The band gap is the energy between the highest filled and the lowest empty band state of a crystal. It decides whether a material insulates and, roughly, which light it lets through. Here it is read from the band energies of one layered form of Ga2O3, with the atoms held in the same places while the level of theory changes. The cell was relaxed with plain r2SCAN, without a dispersion term, so the distance between the sheets is less certain. A-type La2O3 is only the starting pattern: in the relaxed crystal each gallium atom has six near oxygen neighbours, not seven, which leaves separate sheets.

Layered Ga2O3, 5 atoms per cell, space group P-3m1, a = 2.991, c = 6.846 Å, built as A-type La2O3 and relaxed with r2SCAN; all levels use this fixed geometry. Ansatz 0.2.0, plane-wave PAW, no spin polarisation. The k mesh is 12×12×4 for LDA, PBE, PBE+SOC and r2SCAN, and 6×6×2 for HSE06 and PBE0.

| level of theory | band gap (eV) |
| --- | --- |
| PBE | 2.514 |
| r2SCAN | 3.122 |
| HSE06 | 4.185 |
| PBE+SOC | 2.514 |
| PBE0 | 4.906 |
| LDA | 2.402 |
| DDH-PBE0 | 4.875 |
| r2SCAN0 | 5.345 |

The levels fall into two families. LDA, PBE and r2SCAN are semilocal: the exchange energy at a point depends on the density there and on a few local quantities. HSE06, PBE0, DDH-PBE0 and r2SCAN0 are hybrids, which replace part of that exchange by exact exchange, computed from the orbitals themselves. Every hybrid gap lies above every semilocal one, and from LDA to r2SCAN0 the answer more than doubles. The useful question is therefore how much exact exchange a level contains and how far in space it reaches.

The reach is easiest to understand in a limiting case. Suppose the repulsion between electrons had the same value $c$ at all distances. Exact exchange would then lower every filled state by $c$, because an electron in it must not repel itself, and would leave every empty state alone. A semilocal functional gives the right total energy in this limit, but its potential cannot tell filled from empty, so it lowers both by $c/2$. Replacing a fraction $a$ of semilocal exchange by exact exchange thus moves filled states down by $ac/2$ and empty states up by $ac/2$, and the gap opens by $ac$.

This limit is close to what separates PBE0 from HSE06. Both contain a quarter of exact exchange at short distance, but HSE06 switches it off at long distance. The part it removes belongs to the smooth repulsion $\mathrm{erf}(\omega r)/r$, where $r$ is the distance between two electrons and $\omega$ sets the range. That function falls by only about a quarter between zero distance and $1/\omega$, or 4.8 Å, while the bonds here are about 2 Å long. In an insulator the exchange between two points fades over a few bonds, so most of it samples the nearly flat region at short distance.

The estimate needs only the height of that flat region, $c = 2\omega/\sqrt{\pi}$ in atomic units. With $\omega$ recalled as 0.11 per bohr and $a = 1/4$,

$$\Delta E = \frac{1}{4}\cdot\frac{2\times 0.11}{\sqrt{\pi}}\times 27.2\ \text{eV} \approx 0.84\ \text{eV}.$$

The calculated step from HSE06 to PBE0 is 0.72 eV, so the estimate is too large by 17 percent of that step. No gap in the table went into it. An overshoot is plausible because the true repulsion falls off with distance instead of staying flat.

The two band edges give a sharper test than the gap. The estimate moves each by 0.42 eV, in opposite directions. Between the HSE06 and PBE0 runs the filled edge drops by 0.40 eV and the empty edge rises by 0.33 eV, if both runs share one zero of energy, as their common cell and atomic potentials suggest. The rise of the empty edge does not mean that exact exchange pushes it up: it comes from taking away the semilocal exchange, which had lowered filled and empty states alike. Most of the shortfall lies at the empty edge, as expected if a repulsion that is not quite flat lets exact exchange attract the empty state a little. The limit also requires the total energy to stay almost the same, and the two runs differ by only 0.34 eV per cell.

The short-range part is larger and less even-handed. HSE06 already achieves 70 percent of the opening from PBE to PBE0, and it does so mainly by lowering the filled edge, by 1.23 eV against a rise of 0.44 eV at the empty edge, again if the runs share one zero of energy. Chemistry offers a reason: the upper filled states of such an oxide are compact oxygen 2p orbitals, in which an electron's spurious repulsion with itself is strong. The lowest empty states hold no electron and so have no such repulsion to lose. They rise because exact exchange attracts them less than the semilocal potential does, and the change is modest because they are spread out. This part depends on the shape of the orbitals, so it has no estimate as simple as the one above.

Which reach is right depends on the material. At long distance the other electrons screen exchange by the dielectric constant $\varepsilon$, so the proper fraction there is about $1/\varepsilon$. HSE06 takes it as zero, which is the limit of a metal, and PBE0 takes a quarter, which suits $\varepsilon = 4$. DDH-PBE0 is built to set its fraction from the dielectric constant, and a straight line between the PBE and PBE0 gaps puts that fraction at about 25 percent. This value is inferred from the gaps, not read from the run, and it assumes that the DDH-PBE0 and PBE0 runs used comparable meshes. On this argument HSE06 is probably too low for this crystal, and PBE0 has the better long-range limit.

The near agreement of PBE0 and DDH-PBE0, within 0.03 eV, should not be read as two independent methods confirming each other. They are most likely almost the same functional here, because this crystal appears to call for about a quarter. In a semiconductor such as GaAs, with a dielectric constant above ten, the proper fraction is below a tenth. There PBE0 is known to open the gap too far, and HSE06 is the better choice.

Among the semilocal levels, r2SCAN deserves its place. It also uses the local kinetic energy of the electrons, which makes its potential depend on the orbitals, and its gap is 0.61 eV above that of PBE. That recovers about a quarter of the step from PBE to PBE0. The r2SCAN run also used a somewhat higher plane-wave cutoff than the PBE run, which should matter far less than this. Its gap still belongs to the semilocal family, which as a rule gives gaps that are too small.

The same lead returns in the hybrids, at a reduced size. A hybrid with a quarter of exact exchange keeps three quarters of its semilocal exchange but all of its correlation. If the lead of r2SCAN comes from exchange, 0.46 eV of it should survive between PBE0 and r2SCAN0; if it came from correlation, the full 0.61 eV should. The calculated difference is 0.44 eV, which favours exchange; a value slightly below 0.46 eV would be expected if correlation works the other way, though differences in mesh or cutoff between the runs could also account for so small a shortfall. It also shows that fixing the amount of exact exchange does not fix the gap, since the semilocal partner still matters.

Two other choices matter little here. Spin-orbit coupling, marked SOC in the table, leaves the PBE gap unchanged to the last printed digit, and neither band edge moves by as much as a thousandth of an electronvolt. A small effect is expected if the edges are mainly oxygen p and gallium s states, since oxygen is light and s states have no orbital moment for the spin to couple to. Passing from LDA to PBE adds only 0.11 eV, and even that order may not last if each functional relaxes the crystal for itself. At the common geometry PBE would expand the cell and LDA would shrink it.

Cost follows from what each method must do to a band state. An LDA or PBE potential multiplies it once, and r2SCAN adds a term that acts on its gradient. Exact exchange pairs it with every filled state at every point of the mesh that samples the bands, which means about 1600 partners on the 6×6×2 mesh used for HSE06 and PBE0, before symmetry and numerical shortcuts reduce the work. The 12×12×4 mesh of the semilocal runs has eight times as many points, so the number of pairs would grow by a factor of $8\times 8 = 64$. A hybrid is thus a calculation of a different order of effort, while r2SCAN costs only moderately more than PBE.

The coarse mesh bears more on PBE0 than on HSE06. Unscreened exchange converges slowly with the mesh, because the long-range repulsion becomes singular for neighbouring points, whereas screening removes that difficulty. Some of the 0.72 eV between the two may therefore be a mesh error, which has not been tested. Before a PBE0 gap is used to a tenth of an electronvolt, it should be repeated on a denser mesh.

The choice then depends on the accuracy that the purpose demands. To establish that this crystal is a wide-gap insulator, PBE is enough, and r2SCAN is a better semilocal value at modest extra cost. If the gap must be known to about 1 eV, a hybrid is needed, and for this crystal PBE0 or DDH-PBE0 has the sounder basis. A tolerance of 0.1 eV, as for an absorption edge, is out of reach of a single run, because the hybrids themselves spread over 1.2 eV. Vibrations and the attraction between electron and hole also shift a measured edge.

A measured gap of ordinary gallium oxide cannot settle the choice either. The crystal calculated here is a hypothetical stack of sheets, not the stable phase, and a match with the stable phase would compare two different structures. The output below sets the estimate of the long-range step, which uses no adjusted constant, beside the HSE06 and PBE0 rows.

Numerical output:

```
Gap of each level against PBE:
       row  gap in eV  gap less PBE gap in eV
       PBE      2.514                       0
    r2SCAN      3.122                   0.608
     HSE06      4.185                   1.671
   PBE+SOC      2.514                       0
      PBE0      4.906                   2.392
       LDA      2.402                  -0.112
  DDH-PBE0      4.875                   2.361
   r2SCAN0      5.345                   2.831
Spread of all levels in eV: 2.943
Spread of the semilocal levels in eV: 0.72
Spread of the hybrids in eV: 1.16
PBE0 less HSE06 gap in eV: 0.721
Share of the PBE to PBE0 opening already in HSE06 in percent: 69.86
PBE0 less DDH-PBE0 gap in eV: 0.031
Mixing of DDH-PBE0 implied by a straight line from PBE to PBE0 in percent: 24.68
Screening length 1/omega in angstrom: 4.811
Predicted long-range opening of the gap in eV: 0.8444
Predicted less computed long-range opening in eV: 0.1234
Predicted shift of each band edge, up or down, in eV: 0.4222
Valence edge, PBE0 less HSE06, in eV: -0.3957
Conduction edge, PBE0 less HSE06, in eV: 0.3251
Valence edge, HSE06 less PBE, in eV: -1.229
Conduction edge, HSE06 less PBE, in eV: 0.4428
Lead of r2SCAN over PBE in eV: 0.608
Lead of r2SCAN0 over PBE0 in eV: 0.439
Lead expected in the hybrids if it comes from exchange alone in eV: 0.456
Occupied partner states per band in exact exchange on the 6x6x2 mesh: 1584
Occupied partner states per band in exact exchange on the 12x12x4 mesh: 12672
```
